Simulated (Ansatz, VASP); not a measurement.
# TaAs in VASP and in Ansatz

INCAR

```
SYSTEM = TaAs
PREC     = Accurate       ! precision mode
ENCUT    = 520            ! plane-wave cutoff, eV
EDIFF    = 1E-6           ! SCF threshold, eV
ISMEAR   = -1             ! smearing method
SIGMA    = 0.05           ! smearing width, eV
LREAL    = .FALSE.        ! projectors in reciprocal space
LASPH    = .TRUE.         ! aspherical terms in the spheres
NELM     = 100            ! most SCF steps
ALGO     = Normal         ! electronic algorithm
ISIF     = 2              ! what is computed and relaxed
LWAVE    = .FALSE.        ! write WAVECAR
LCHARG   = .FALSE.        ! write CHGCAR
GGA      = PE             ! functional
```

Contents of KPOINTS:

```
regular mesh
0
G
  8 8 8
  0 0 0
```

Contents of POSCAR:

```
TaAs
1.0
   -1.6529408277      1.6529408277      5.8679415361
    1.6529408277     -1.6529408277      5.8679415361
    1.6529408277      1.6529408277     -5.8679415361
Ta As
2 2
Direct
    0.4999673000      0.4999673000      0.0000000000
    0.2499673000      0.7499673000      0.5000000000
    0.0826321200      0.0826321200      0.0000000000
    0.8326321200      0.3326321200      0.5000000000
```

Contents of input.yaml:

```yaml
crystal:
  lattice:
    - [-1.6529408277, 1.6529408277, 5.8679415361]
    - [1.6529408277, -1.6529408277, 5.8679415361]
    - [1.6529408277, 1.6529408277, -5.8679415361]
  atoms:
    - { symbol: Ta, position: [0.4999673, 0.4999673, 0.0] }
    - { symbol: Ta, position: [0.2499673, 0.7499673, 0.5] }
    - { symbol: As, position: [0.08263212, 0.08263212, 0.0] }
    - { symbol: As, position: [0.83263212, 0.33263212, 0.5] }
hamiltonian:
  xc: pbe
  pseudopotentials: { kind: paw }
kpoints:
  mp_grid: { grid: [8, 8, 8] }
scf:
  occupations: { method: fermi_dirac, width: 0.05 }
output:
  forces: true
  stress: true
  eigenvalues: true
```

Change from the starting cell: strain = -0.04.

Alike in both runs: task single point; functional PBE; k mesh 8 × 8 × 8; occupations fermi-dirac, width 0.05 eV; no spin polarisation.

```csv
,VASP,Ansatz
version,VASP 6.6.1,Ansatz 0.2.0
potentials or method,"VASP PAW PBE potentials, release 64 (Ta_pv, As)",Ansatz PAW
plane-wave cutoff (eV),520,420
valence electrons in the cell,32,56
```

VASP gave:

| Item | Value |
| --- | --- |
| gap on the k mesh at the Fermi level (eV) | none |
| pressure (GPa) | 22.2 |
| largest component of the traceless stress (GPa) | 8.31 |
| rms of the force components (eV/Å) | 0.216 |

Question: Estimate Ansatz's values.

Answer: gap on the k mesh at the Fermi level (eV): none; pressure (GPa): 21.5; largest component of the traceless stress (GPa): 8.20; rms of the force components (eV/Å): 0.214.

Atom by atom the forces differ by 0.002 eV/Å (rms over components). A gap of «none» marks a metal or a gap that the smearing closes. With one functional, cell and mesh, what is left measures potentials, basis and numerics. The two sets of potentials don't hold the same shells in valence.

Spin-orbit coupling is left out, which matters for the levels of Ta.
